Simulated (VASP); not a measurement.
# CdTe (F-43m) in VASP: a series of runs

One crystal, CdTe, is run at these levels: PBEsol; tasks: relaxation of cell and atoms.

Everything below comes from runs of VASP 6.6.1. Logs are shortened: lines on timing, memory, paths and dates and some standing lists are left out, and cuts for length are marked.

### Step 1. Starting point

The structure is cubic, space group F-43m (No. 216). The conventional cell has a = 6.410 Å, b = 6.410 Å, c = 6.410 Å, α = 90.00°, β = 90.00°, γ = 90.00°. Cd (site symmetry -43m) is surrounded by 4 Te at 2.78 Å. Te (site symmetry -43m) is surrounded by 4 Cd at 2.78 Å.

### Step 2. Relaxation of cell and atoms, PBEsol

INCAR reads:

```
SYSTEM = CdTe
PREC = Accurate
ENCUT = 600
EDIFF = 1E-6
ISMEAR = 0
SIGMA = 0.03
LREAL = .FALSE.
LASPH = .TRUE.
NELM = 80
ALGO = Normal
ISIF = 3
LWAVE = .FALSE.
LCHARG = .FALSE.
GGA = PS
IBRION = 2
NSW = 90
EDIFFG = -0.01
```

KPOINTS reads:

```
Automatic mesh
0
G
  8 8 8
  0 0 0
```

POSCAR reads:

```
CdTe
1.0
    0.0000000000      3.2050000000      3.2050000000
    3.2050000000      0.0000000000      3.2050000000
    3.2050000000      3.2050000000      0.0000000000
Cd Te
1 1
Direct
    0.0000000000      0.0000000000      0.0000000000
    0.2500000000      0.2500000000      0.2500000000
```

Potentials or basis: VASP PAW PBE potentials, release 64 (Cd, Te).

Run with:

```
> cat potpaw_PBE.64/Cd/POTCAR potpaw_PBE.64/Te/POTCAR > POTCAR
> mpirun -np 1 vasp_std > vasp.out
```

OUTCAR:

```text
SYSTEM = CdTe
   PREC = Accurate
   ENCUT = 600
   EDIFF = 1E-6
   ISMEAR = 0
   LREAL = .FALSE.
   LASPH = .TRUE.
   NELM = 80
   ISIF = 3
   GGA = PS
   IBRION = 2
   NSW = 90
   EDIFFG = -0.01

 ion  position               nearest neighbor table
   1  0.000  0.000  0.000-   2 2.78   2 2.78   2 2.78   2 2.78
   2  0.250  0.250  0.250-   1 2.78   1 2.78   1 2.78   1 2.78

  LATTYP: Found a face centered cubic cell.
 ALAT       =     6.4100000000

  Lattice vectors:

 A1 = (   0.0000000000,   3.2050000000,   3.2050000000)
 A2 = (   3.2050000000,   0.0000000000,   3.2050000000)
 A3 = (   3.2050000000,   3.2050000000,   0.0000000000)

Analysis of symmetry for initial positions (statically):
=====================================================================
 Subroutine PRICEL returns:
 Original cell was already a primitive cell.

 Routine SETGRP: Setting up the symmetry group for a
 face centered cubic supercell.

 Subroutine GETGRP returns: Found 24 space group operations
 (whereof 24 operations were pure point group operations)
 out of a pool of 48 trial point group operations.

The static configuration has the point symmetry T_d .

Analysis of symmetry for dynamics (positions and initial velocities):
=====================================================================
 Subroutine PRICEL returns:
 Original cell was already a primitive cell.

 Routine SETGRP: Setting up the symmetry group for a
 face centered cubic supercell.

 Subroutine GETGRP returns: Found 24 space group operations
 (whereof 24 operations were pure point group operations)
 out of a pool of 48 trial point group operations.

The dynamic configuration has the point symmetry T_d .

 Subroutine INISYM returns: Found 24 space group operations
 (whereof 24 operations are pure point group operations),
 and found     1 'primitive' translations

----------------------------------------------------------------------------------------

                                     Primitive cell

  volume of cell :      65.8437

  direct lattice vectors                    reciprocal lattice vectors
     0.000000000  3.205000000  3.205000000    -0.156006240  0.156006240  0.156006240
     3.205000000  0.000000000  3.205000000     0.156006240 -0.156006240  0.156006240
     3.205000000  3.205000000  0.000000000     0.156006240  0.156006240 -0.156006240

  length of vectors
     4.532554467  4.532554467  4.532554467     0.270210734  0.270210734  0.270210734

  position of ions in fractional coordinates (direct lattice)
     0.000000000  0.000000000  0.000000000
     0.250000000  0.250000000  0.250000000

  ion indices of the primitive-cell ions
   primitive index   ion index
                 1           1
                 2           2

----------------------------------------------------------------------------------------

 KPOINTS: Automatic mesh

Automatic generation of k-mesh.
 Grid dimensions read from file:
 generate k-points for:    8    8    8

 Generating k-lattice:

  Cartesian coordinates                     Fractional coordinates (reciprocal lattice)
    -0.019500780  0.019500780  0.019500780     0.125000000  0.000000000  0.000000000
     0.019500780 -0.019500780  0.019500780     0.000000000  0.125000000  0.000000000
     0.019500780  0.019500780 -0.019500780     0.000000000  0.000000000  0.125000000

  Length of vectors
     0.033776342  0.033776342  0.033776342

  Shift w.r.t. Gamma in fractional coordinates (k-lattice)
     0.000000000  0.000000000  0.000000000

 Subroutine IBZKPT returns following result:
 ===========================================

 Found     29 irreducible k-points:

 Following reciprocal coordinates:
            Coordinates               Weight
  0.000000  0.000000  0.000000      1.000000
  0.125000  0.000000  0.000000      8.000000
  0.250000  0.000000  0.000000      8.000000
  0.375000  0.000000  0.000000      8.000000
  0.500000  0.000000  0.000000      4.000000
  0.125000  0.125000  0.000000      6.000000
[... 16 lines left out ...]
  0.500000  0.250000  0.125000     48.000000
 -0.375000  0.250000  0.125000     24.000000
 [... further k-points ...]
   k-points           NKPTS =     29   k-points in BZ     NKDIM =     29   number of bands    NBANDS=     13
   number of dos      NEDOS =    301   number of ions     NIONS =      2
   total plane-waves  NPLWV =  46656
   dimension x,y,z NGX =    36 NGY =   36 NGZ =   36
   dimension x,y,z NGXF=    72 NGYF=   72 NGZF=   72
   ions per type =               1   1
   NGX,Y,Z   is equivalent  to a cutoff of  13.20, 13.20, 13.20 a.u.
   NGXF,Y,Z  is equivalent  to a cutoff of  26.41, 26.41, 26.41 a.u.
 SYSTEM =  CdTe
   PREC   = accura    normal or accurate (medium, high low for compatibility)
   ISTART =      0    job   : 0-new  1-cont  2-samecut
   ICHARG =      2    charge: 1-file 2-atom 10-const
   ISPIN  =      1    spin polarized calculation?
   LNONCOLLINEAR =      F non collinear calculations
   LSORBIT =      F    spin-orbit coupling
   LASPH  =      T    aspherical Exc in radial PAW
   ENCUT  =  600.0 eV  44.10 Ry    6.64 a.u.   9.05  9.05  9.05*2*pi/ulx,y,z
   NELM   =     80;   NELMIN=  2; NELMDL= -5     # of ELM steps
   EDIFF  = 0.1E-05   stopping-criterion for ELM
   LREAL  =      F    real-space projection
   EDIFFG = -.1E-01   stopping-criterion for IOM
   NSW    =     90    number of steps for IOM
   IBRION =      2    ionic relax: 0-MD 1-quasi-New 2-CG
   NFREE  =      1    steps in history (QN), initial steepest desc. (CG)
   ISIF   =      3    stress and relaxation
   ISYM   =      2    0-nonsym 1-usesym 2-fastsym
   POTIM  = 0.5000    time-step for ionic-motion
   TEBEG  =    0.0;   TEEND  =   0.0 temperature during run
   PSTRESS=    0.0 pullay stress
   NELECT =      18.0000    total number of electrons
   NUPDOWN=      -1.0000    fix difference up-down
   EMIN   =  10.00;   EMAX   =-10.00  energy-range for DOS
   EFERMI =   0.00;   METHOD = LEGACY
   ISMEAR =     0;   SIGMA  =   0.03  broadening in eV -4-tet -1-fermi 0-gaus
   EFERMI_NEDOS =   21; number of points for ismear=-14 and -15
   IALGO  =     38    algorithm
   IMIX   =      4    mixing-type and parameters
     AMIX     =   0.40;   BMIX     =  1.00
     AMIX_MAG =   1.60;   BMIX_MAG =  1.00
  volume/ion in A,a.u.               =      32.92       222.17
  Fermi-wavevector in a.u.,A,eV,Ry     =   1.062497  2.007828 15.359610  1.128899
  Thomas-Fermi vector in A             =   2.197950
   LORBIT       =      0    0 simple, 1 ext, 2 COOP (PROOUT), +10 PAW based schemes
   GGA     = PS    functional components
   LHFCALC =     F    Hartree Fock is set to
   AEXX    =    0.0000 exact exchange contribution
   IVDW    =     0    specifies the selected vdW correction
   LEPSILON=     F    determine dielectric tensor
   LRPA    =     F    only Hartree local field effects (RPA)
 conjugate gradient relaxation of ions
 non-spin polarized calculation
 Gauss-broadening in eV      SIGMA  =   0.03
  energy-cutoff  :      600.00
  volume of cell :       65.84
 maximum number of plane-waves:      2216
   NGX = 19   NGY = 19   NGZ = 19

--------------------------------------- Ionic step        1  -------------------------------------------

 number of electron      17.9999995 magnetization

 Free energy of the ion-electron system (eV)
  ---------------------------------------------------
  ext. energy  EPLUGINS =         0.00000000
  ---------------------------------------------------
  free energy    TOTEN  =        -5.47427619 eV

  energy without entropy =       -5.47427619  energy(sigma->0) =       -5.47427619

------------------------ aborting loop because EDIFF is reached ----------------------------------------

  FORCE on cell =-STRESS in cart. coord.  units (eV):
  Direction    XX          YY          ZZ          XY          YZ          ZX
  --------------------------------------------------------------------------------------
  -------------------------------------------------------------------------------------
  Total        0.7455023      0.7455023      0.7455023      0.0000000      0.0000000      0.0000000
  in kB       18.1403410     18.1403410     18.1403410      0.0000000      0.0000000      0.0000000
  external PRESSURE =      18.1403410 kB  Pullay stress =       0.0000000 kB
[... 57 lines left out ...]
  energy  without entropy=       -5.4872113364  energy(sigma->0) =       -5.48721134

--------------------------------------- Ionic step        3  -------------------------------------------

 number of electron      17.9999998 magnetization

 Free energy of the ion-electron system (eV)
  ---------------------------------------------------
  ext. energy  EPLUGINS =         0.00000000
  ---------------------------------------------------
  free energy    TOTEN  =        -5.48882193 eV

  energy without entropy =       -5.48882193  energy(sigma->0) =       -5.48882193

 E-fermi :   2.2768     XC(G=0):  -8.7509

 val. band max:        2.1502891744   @ k =   0.0000   0.0000   0.0000
 cond. band min:       2.7926268156   @ k =   0.0000   0.0000   0.0000
 fundamental gap:      0.6423376412
 Fermi energy:         2.2767844025

 k-point     1 :       0.0000    0.0000    0.0000
  band No.  band energies     occupation
      1      -9.0234      2.00000
      2      -6.0821      2.00000
      3      -6.0821      2.00000
      4      -6.0821      2.00000
      5      -5.8221      2.00000
      6      -5.8221      2.00000
      7       2.1503      2.00000
      8       2.1503      2.00000
      9       2.1503      2.00000
     10       2.7926      0.00000
     11       6.7009      0.00000
     12       6.7009      0.00000
     13       6.7009      0.00000
[... 353 lines left out ...]
 k-point    24 :      -0.3750    0.2500    0.1250
  band No.  band energies     occupation
      1      -8.5629      2.00000
      2      -5.9943      2.00000
      3      -5.9818      2.00000
      4      -5.8380      2.00000
      5      -5.8168      2.00000
      6      -5.3886      2.00000
      7      -2.0966      2.00000
      8       0.0760      2.00000
      9       0.8832      2.00000
     10       5.3125      0.00000
     11       6.6626      0.00000
     12       8.0610      0.00000
     13       9.2338      0.00000

 [... further k-points ...]
[... 5 lines left out ...]
  --------------------------------------------------------------------------------------
  -------------------------------------------------------------------------------------
  Total       -0.0020652     -0.0020652     -0.0020652      0.0000000      0.0000000      0.0000000
  in kB       -0.0482925     -0.0482925     -0.0482925      0.0000000      0.0000000      0.0000000
  external PRESSURE =      -0.0482925 kB  Pullay stress =       0.0000000 kB
[... 17 lines left out ...]
  FREE ENERGIE OF THE ION-ELECTRON SYSTEM (eV)
  ---------------------------------------------------
  free  energy   TOTEN  =        -5.4888219292 eV

  energy  without entropy=       -5.4888219292  energy(sigma->0) =       -5.48882193

 reached required accuracy - stopping structural energy minimisation
```

Wall time 51 s (1 thread of Intel Xeon Platinum 8259CL at 2.50GHz (Skylake/Cascade Lake), shared host); peak memory 0.24 GiB.

Results:

```
Free energy                            : -5.4888 eV
Relaxed volume                         : 34.26 Å³/atom
Relaxed cell                           : a = 4.593 Å, b = 4.593 Å, c = 4.593 Å, α = 60.00°, β = 60.00°, γ = 60.00°
Space group after relaxing (to 0.05 Å) : F-43m (No. 216)
Energy gained by relaxing              : 7.3 meV/atom
Ionic steps                            : 3
Pressure after relaxing                : 0.0 GPa
Band gap on the k mesh                 : 0.64 eV, direct
```

The path:
```tsv
step	energy change (eV)	largest force (eV/Å)	pressure (GPa)	volume (Å³)
1	0.0000	0.0000	1.81	65.84
2	-0.0129	0.0000	-0.54	69.46
3	-0.0145	0.0000	0.00	68.52
```

Final structure:
```
Cd Te
1.0
     0.00000    3.24780    3.24780
     3.24780    0.00000    3.24780
     3.24780    3.24780    0.00000
Cd Te
1 1
Direct
  0.00000 0.00000 0.00000
  0.25000 0.25000 0.25000
```

Levels at points of the mesh, in eV from the valence-band top:
| k point | band 6 | band 7 | band 8 | band 9 | band 10 | band 11 | band 12 | band 13 |
| --- | --- | --- | --- | --- | --- | --- | --- | --- |
| (0.00, 0.00, 0.00) | -7.97 | 0.00 | 0.00 | 0.00 | 0.64 | 4.55 | 4.55 | 4.55 |
| (0.50, 0.00, 0.00) | -7.63 | -4.44 | -0.77 | -0.77 | 1.73 | 5.13 | 5.13 | 6.93 |
| (0.50, 0.50, 0.00) | -7.50 | -4.32 | -1.86 | -1.86 | 2.51 | 2.60 | 8.69 | 9.04 |

Caveat: the PAW data sets were made with another functional, which shifts forces and pressure a little; spin-orbit coupling is left out, which moves the levels of the heavy elements. Zero-point motion and thermal expansion aren't in these numbers.

### Step 3. Relaxation of cell and atoms, PBEsol

This run uses another cell than the first one, of 34.26 Å³/atom, 1.041 times its volume.

INCAR, as its differences from that of step 2:

```diff
@@ -3,3 +3,3 @@
 ENCUT = 600
-EDIFF = 1E-6
+EDIFF = 1E-7
 ISMEAR = 0
@@ -16,2 +16,2 @@
 NSW = 90
-EDIFFG = -0.01
+EDIFFG = -0.005
```

KPOINTS is that of step 2.

POSCAR reads:

```
CdTe                                    
1.0
    0.0000000000      3.2477981882      3.2477981882
    3.2477981882      0.0000000000      3.2477981882
    3.2477981882      3.2477981882      0.0000000000
  Cd              Te            
     1     1
Direct
     0.0000000000000000    0.0000000000000000    0.0000000000000000
     0.2500000000000000    0.2500000000000000    0.2500000000000000
```

Potentials or basis: VASP PAW PBE potentials, release 64 (Cd, Te).

Run with:

```
> cat potpaw_PBE.64/Cd/POTCAR potpaw_PBE.64/Te/POTCAR > POTCAR
> mpirun -np 1 vasp_std > vasp.out
```

OUTCAR:

```text
SYSTEM = CdTe
   PREC = Accurate
   ENCUT = 600
   EDIFF = 1E-7
   ISMEAR = 0
   LREAL = .FALSE.
   LASPH = .TRUE.
   NELM = 80
   ISIF = 3
   GGA = PS
   IBRION = 2
   NSW = 90
   EDIFFG = -0.005

 ion  position               nearest neighbor table
   1  0.000  0.000  0.000-   2 2.81   2 2.81   2 2.81   2 2.81
   2  0.250  0.250  0.250-   1 2.81   1 2.81   1 2.81   1 2.81

  LATTYP: Found a face centered cubic cell.
[... 579 lines left out ...]

  FORCE on cell =-STRESS in cart. coord.  units (eV):
  Direction    XX          YY          ZZ          XY          YZ          ZX
  --------------------------------------------------------------------------------------
  -------------------------------------------------------------------------------------
  Total        0.0011062      0.0011062      0.0011062      0.0000000     -0.0000000      0.0000000
  in kB        0.0258680      0.0258680      0.0258680      0.0000000     -0.0000000      0.0000000
  external PRESSURE =       0.0258680 kB  Pullay stress =       0.0000000 kB

 VOLUME and BASIS-vectors are now :
 -----------------------------------------------------------------------------
  energy-cutoff  :      600.00
  volume of cell :       68.52
      direct lattice vectors                 reciprocal lattice vectors
     0.000000000  3.247798188  3.247798188    -0.153950452  0.153950452  0.153950452
     3.247798188  0.000000000  3.247798188     0.153950452 -0.153950452  0.153950452
     3.247798188  3.247798188  0.000000000     0.153950452  0.153950452 -0.153950452

 POSITION                                       TOTAL-FORCE (eV/Angst)
 -----------------------------------------------------------------------------------
      0.00000      0.00000      0.00000        -0.000000      0.000000     -0.000000
      1.62390      1.62390      1.62390         0.000000     -0.000000      0.000000
 -----------------------------------------------------------------------------------
    total drift:                               -0.000000     -0.000000     -0.000000

  FREE ENERGIE OF THE ION-ELECTRON SYSTEM (eV)
  ---------------------------------------------------
  free  energy   TOTEN  =        -5.4895177273 eV

  energy  without entropy=       -5.4895177273  energy(sigma->0) =       -5.48951773

 reached required accuracy - stopping structural energy minimisation
```

OSZICAR:

```text
N       E                     dE             d eps       ncg     rms          rms(c)
DAV:   1     0.111290978043E+03    0.11129E+03   -0.90258E+03   754   0.134E+03
DAV:   2    -0.115289977222E+01   -0.11244E+03   -0.10750E+03   829   0.290E+02
DAV:   3    -0.570009308599E+01   -0.45472E+01   -0.45306E+01   909   0.612E+01
DAV:   4    -0.574477222384E+01   -0.44679E-01   -0.44674E-01  1027   0.537E+00
DAV:   5    -0.574495735816E+01   -0.18513E-03   -0.18513E-03   924   0.294E-01    0.537E+00
DAV:   6    -0.550791406786E+01    0.23704E+00   -0.53961E-01   854   0.102E+01    0.450E+00
DAV:   7    -0.549050441317E+01    0.17410E-01   -0.11065E-01   854   0.253E+00    0.184E+00
DAV:   8    -0.548950435498E+01    0.10001E-02   -0.96994E-03   779   0.138E+00    0.534E-01
DAV:   9    -0.548946481237E+01    0.39543E-04   -0.79255E-04   894   0.337E-01    0.118E-01
DAV:  10    -0.548949534336E+01   -0.30531E-04   -0.11732E-04   824   0.116E-01    0.551E-02
DAV:  11    -0.548951954702E+01   -0.24204E-04   -0.46740E-05   797   0.443E-02    0.314E-02
DAV:  12    -0.548951778921E+01    0.17578E-05   -0.47983E-06   894   0.167E-02    0.171E-02
DAV:  13    -0.548951772733E+01    0.61876E-07   -0.36560E-07   814   0.438E-03
   1 F= -.54895177E+01 E0= -.54895177E+01  d E =-.548952E+01
```

CONTCAR:

```text
CdTe
   1.00000000000000
     0.0000000000000000    3.2477981882000000    3.2477981882000000
     3.2477981882000000    0.0000000000000000    3.2477981882000000
     3.2477981882000000    3.2477981882000000    0.0000000000000000
  Cd              Te
     1     1
Direct
     0.0000000000000000    0.0000000000000000    0.0000000000000000
     0.2500000000000000    0.2500000000000000    0.2500000000000000

  0.00000000E+00  0.00000000E+00  0.00000000E+00
  0.00000000E+00  0.00000000E+00  0.00000000E+00
```

It took 30 s on 1 thread of Intel Xeon Platinum 8259CL at 2.50GHz (Skylake/Cascade Lake), shared host; peak memory 0.25 GiB.

What came out:

| Property | Result |
| --- | --- |
| Free energy | -5.4895 eV |
| Pressure after relaxing | 0.0 GPa |
| Band gap on the k mesh | 0.64 eV, direct |

Final structure:
```xyz
2
Lattice="0.0000 3.2478 3.2478 3.2478 0.0000 3.2478 3.2478 3.2478 0.0000" Properties=species:S:1:pos:R:3 pbc="T T T"
Cd    0.0000    0.0000    0.0000
Te    1.6239    1.6239    1.6239
```

Caveat: the relaxation stopped at its first step, so nothing moved; the PAW data sets were made with another functional, which shifts forces and pressure a little; spin-orbit coupling is left out, which moves the levels of the heavy elements.
